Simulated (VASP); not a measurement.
# Ta (Im-3m) in VASP: a series of runs, part 2 of 2

VASP 6.6.1. The steps go on from the part before.

## (4) Single point, PBEsol

The input, INCAR:

```
SYSTEM = Ta
PREC     = Accurate       ! precision mode
ENCUT    = 500            ! plane-wave cutoff, eV
EDIFF    = 1E-6           ! SCF threshold, eV
ISMEAR   = 0              ! smearing method
SIGMA    = 0.1            ! smearing width, eV
LREAL    = .False.        ! projectors in reciprocal space
LASPH    = .True.         ! aspherical terms in the spheres
NELM     = 100            ! most SCF steps
ALGO     = Normal         ! electronic algorithm
ISIF     = 2              ! what is computed and relaxed
LWAVE    = .False.        ! write WAVECAR
LCHARG   = .False.        ! write CHGCAR
GGA      = PS             ! functional
NBANDS   = 8              ! bands
```

The input, KPOINTS:

```
Automatic mesh
0
Gamma
  11 11 11
  0 0 0
```

The input, POSCAR:

```
Ta
2.8601
   -0.577350442292      0.577350442292      0.577350442292
    0.577350442292     -0.577350442292      0.577350442292
    0.577350442292      0.577350442292     -0.577350442292
Ta
1
Direct
    0.0000000000      0.0000000000      0.0000000000
```

Potentials or basis: VASP PAW PBE potentials, release 64 (Ta).

The run is started by

```
$ cat potpaw_PBE.64/Ta/POTCAR > POTCAR
$ mpirun -np 1 vasp_std > vasp.out
```

OUTCAR:

```text
SYSTEM = Ta
   PREC = Accurate
   ENCUT = 500
   EDIFF = 1E-6
   ISMEAR = 0
   LREAL = .False.
   LASPH = .True.
   NELM = 100
   ISIF = 2
   GGA = PS

 ion  position               nearest neighbor table
   1  0.000  0.000  0.000-

  LATTYP: Found a body centered cubic cell.
 ALAT       =     3.3025600000

  Lattice vectors:

 A1 = (  -1.6512800000,   1.6512800000,   1.6512800000)
 A2 = (   1.6512800000,  -1.6512800000,   1.6512800000)
 A3 = (   1.6512800000,   1.6512800000,  -1.6512800000)

Analysis of symmetry for initial positions (statically):
=====================================================================
 Subroutine PRICEL returns:
 Original cell was already a primitive cell.

 Routine SETGRP: Setting up the symmetry group for a
 body centered cubic supercell.

 Subroutine GETGRP returns: Found 48 space group operations
 (whereof 48 operations were pure point group operations)
 out of a pool of 48 trial point group operations.

The static configuration has the point symmetry O_h .

Analysis of symmetry for dynamics (positions and initial velocities):
=====================================================================
 Subroutine PRICEL returns:
 Original cell was already a primitive cell.

 Routine SETGRP: Setting up the symmetry group for a
 body centered cubic supercell.

 Subroutine GETGRP returns: Found 48 space group operations
 (whereof 48 operations were pure point group operations)
 out of a pool of 48 trial point group operations.

The dynamic configuration has the point symmetry O_h .

 Subroutine INISYM returns: Found 48 space group operations
 (whereof 48 operations are pure point group operations),
 and found     1 'primitive' translations

----------------------------------------------------------------------------------------

                                     Primitive cell

  volume of cell :      18.0104

  direct lattice vectors                    reciprocal lattice vectors
    -1.651280000  1.651280000  1.651280000     0.000000000  0.302795407  0.302795407
     1.651280000 -1.651280000  1.651280000     0.302795407  0.000000000  0.302795407
     1.651280000  1.651280000 -1.651280000     0.302795407  0.302795407  0.000000000

  length of vectors
     2.860100858  2.860100858  2.860100858     0.428217371  0.428217371  0.428217371

  position of ions in fractional coordinates (direct lattice)
     0.000000000  0.000000000  0.000000000

  ion indices of the primitive-cell ions
   primitive index   ion index
                 1           1

----------------------------------------------------------------------------------------

 KPOINTS: Automatic mesh

Automatic generation of k-mesh.
 Grid dimensions read from file:
 generate k-points for:   11   11   11

 Generating k-lattice:

  Cartesian coordinates                     Fractional coordinates (reciprocal lattice)
     0.000000000  0.027526855  0.027526855     0.090909091  0.000000000  0.000000000
     0.027526855  0.000000000  0.027526855     0.000000000  0.090909091  0.000000000
     0.027526855  0.027526855  0.000000000     0.000000000  0.000000000  0.090909091

  Length of vectors
     0.038928852  0.038928852  0.038928852

  Shift w.r.t. Gamma in fractional coordinates (k-lattice)
     0.000000000  0.000000000  0.000000000

 Subroutine IBZKPT returns following result:
 ===========================================

 Found     56 irreducible k-points:

 Following reciprocal coordinates:
            Coordinates               Weight
  0.000000  0.000000  0.000000      1.000000
  0.090909  0.000000  0.000000     12.000000
  0.181818  0.000000  0.000000     12.000000
  0.272727  0.000000  0.000000     12.000000
  0.363636  0.000000  0.000000     12.000000
  0.454545  0.000000  0.000000     12.000000
[... 42 lines left out ...]
 -0.363636  0.363636  0.272727     24.000000
 -0.454545  0.454545  0.272727     24.000000
 [... further k-points ...]
   k-points           NKPTS =     56   k-points in BZ     NKDIM =     56   number of bands    NBANDS=      8
   number of dos      NEDOS =    301   number of ions     NIONS =      1
   total plane-waves  NPLWV =  13824
   dimension x,y,z NGX =    24 NGY =   24 NGZ =   24
   dimension x,y,z NGXF=    48 NGYF=   48 NGZF=   48
   ions per type =               1
   NGX,Y,Z   is equivalent  to a cutoff of  13.95, 13.95, 13.95 a.u.
   NGXF,Y,Z  is equivalent  to a cutoff of  27.90, 27.90, 27.90 a.u.
 SYSTEM =  Ta
   PREC   = accura    normal or accurate (medium, high low for compatibility)
   ISTART =      0    job   : 0-new  1-cont  2-samecut
   ICHARG =      2    charge: 1-file 2-atom 10-const
   ISPIN  =      1    spin polarized calculation?
   LNONCOLLINEAR =      F non collinear calculations
   LSORBIT =      F    spin-orbit coupling
   LASPH  =      T    aspherical Exc in radial PAW
   ENCUT  =  500.0 eV  36.75 Ry    6.06 a.u.   5.21  5.21  5.21*2*pi/ulx,y,z
   NELM   =    100;   NELMIN=  2; NELMDL= -5     # of ELM steps
   EDIFF  = 0.1E-05   stopping-criterion for ELM
   LREAL  =      F    real-space projection
   EDIFFG = 0.1E-04   stopping-criterion for IOM
   NSW    =      0    number of steps for IOM
   IBRION =     -1    ionic relax: 0-MD 1-quasi-New 2-CG
   NFREE  =      0    steps in history (QN), initial steepest desc. (CG)
   ISIF   =      2    stress and relaxation
   ISYM   =      2    0-nonsym 1-usesym 2-fastsym
   POTIM  = 0.5000    time-step for ionic-motion
   TEBEG  =    0.0;   TEEND  =   0.0 temperature during run
   PSTRESS=    0.0 pullay stress
   NELECT =       5.0000    total number of electrons
   NUPDOWN=      -1.0000    fix difference up-down
   EMIN   =  10.00;   EMAX   =-10.00  energy-range for DOS
   EFERMI =   0.00;   METHOD = LEGACY
   ISMEAR =     0;   SIGMA  =   0.10  broadening in eV -4-tet -1-fermi 0-gaus
   EFERMI_NEDOS =   21; number of points for ismear=-14 and -15
   IALGO  =     38    algorithm
   IMIX   =      4    mixing-type and parameters
     AMIX     =   0.40;   BMIX     =  1.00
     AMIX_MAG =   1.60;   BMIX_MAG =  1.00
  volume/ion in A,a.u.               =      18.01       121.54
  Fermi-wavevector in a.u.,A,eV,Ry     =   1.067966  2.018163 15.518145  1.140551
  Thomas-Fermi vector in A             =   2.203599
   LORBIT       =      0    0 simple, 1 ext, 2 COOP (PROOUT), +10 PAW based schemes
   GGA     = PS    functional components
   LHFCALC =     F    Hartree Fock is set to
   AEXX    =    0.0000 exact exchange contribution
   IVDW    =     0    specifies the selected vdW correction
   LEPSILON=     F    determine dielectric tensor
   LRPA    =     F    only Hartree local field effects (RPA)
 non-spin polarized calculation
 Gauss-broadening in eV      SIGMA  =   0.10
  energy-cutoff  :      500.00
  volume of cell :       18.01
 maximum number of plane-waves:       470
 NGX is ok and might be reduce to    24
   NGX = 11   NGY = 11   NGZ = 11

 number of electron       5.0000000 magnetization

 Free energy of the ion-electron system (eV)
  ---------------------------------------------------
  ext. energy  EPLUGINS =         0.00000000
  ---------------------------------------------------
  free energy    TOTEN  =       -12.60914358 eV

  energy without entropy =      -12.60516420  energy(sigma->0) =      -12.60715389

 E-fermi :   5.5833     XC(G=0): -12.4923

 val. band max:        5.5204373881   @ k =   0.1818   0.0000   0.0000
 cond. band min:       5.6232881240   @ k =   0.3636   0.1818   0.0909
 fundamental gap:      0.1028507358
 Fermi energy:         5.5832956245

 k-point     1 :       0.0000    0.0000    0.0000
  band No.  band energies     occupation
      1      -2.3297      2.00000
      2       6.3198      0.00000
      3       6.3198      0.00000
      4       6.3198      0.00000
      5       9.5886      0.00000
      6       9.5886      0.00000
      7      20.6335      0.00000
      8      20.6335      0.00000
[... 419 lines left out ...]
 k-point    40 :       0.2727    0.2727    0.1818
  band No.  band energies     occupation
      1       3.8845      2.00000
      2       4.5353      2.00000
      3       4.5353      2.00000
      4      10.6213      0.00000
      5      10.6213      0.00000
      6      12.9011      0.00000
      7      18.0253      0.00000
      8      18.0253      0.00000

 [... further k-points ...]

------------------------ aborting loop because EDIFF is reached ----------------------------------------

  FORCE on cell =-STRESS in cart. coord.  units (eV):
  Direction    XX          YY          ZZ          XY          YZ          ZX
  --------------------------------------------------------------------------------------
  -------------------------------------------------------------------------------------
  Total       -0.6781396     -0.6781396     -0.6781396     -0.0000000     -0.0000000      0.0000000
  in kB      -60.3264179    -60.3264179    -60.3264179     -0.0000000     -0.0000000      0.0000000
  external PRESSURE =     -60.3264179 kB  Pullay stress =       0.0000000 kB

 VOLUME and BASIS-vectors are now :
 -----------------------------------------------------------------------------
  energy-cutoff  :      500.00
  volume of cell :       18.01
      direct lattice vectors                 reciprocal lattice vectors
    -1.651280000  1.651280000  1.651280000     0.000000000  0.302795407  0.302795407
     1.651280000 -1.651280000  1.651280000     0.302795407  0.000000000  0.302795407
     1.651280000  1.651280000 -1.651280000     0.302795407  0.302795407  0.000000000

 POSITION                                       TOTAL-FORCE (eV/Angst)
 -----------------------------------------------------------------------------------
      0.00000      0.00000      0.00000         0.000000     -0.000000     -0.000000
 -----------------------------------------------------------------------------------
    total drift:                                0.000000      0.000000     -0.000000

  FREE ENERGIE OF THE ION-ELECTRON SYSTEM (eV)
  ---------------------------------------------------
  free  energy   TOTEN  =       -12.6091435776 eV

  energy  without entropy=      -12.6051641980  energy(sigma->0) =      -12.60715389
```

It took 4.9 s on 1 thread of AMD EPYC 9R45 (Zen 5), shared host; peak memory 0.11 GiB.

Results:

| Property | Result |
| --- | --- |
| Free energy | -12.6091 eV |
| Pressure | -6.0 GPa |
| Band gap on the k mesh | none (metal or under the smearing width) |

Caveat: the PAW data sets were made with another functional, which shifts forces and pressure a little. The run has no spin-orbit coupling, so splittings on Ta are missing.
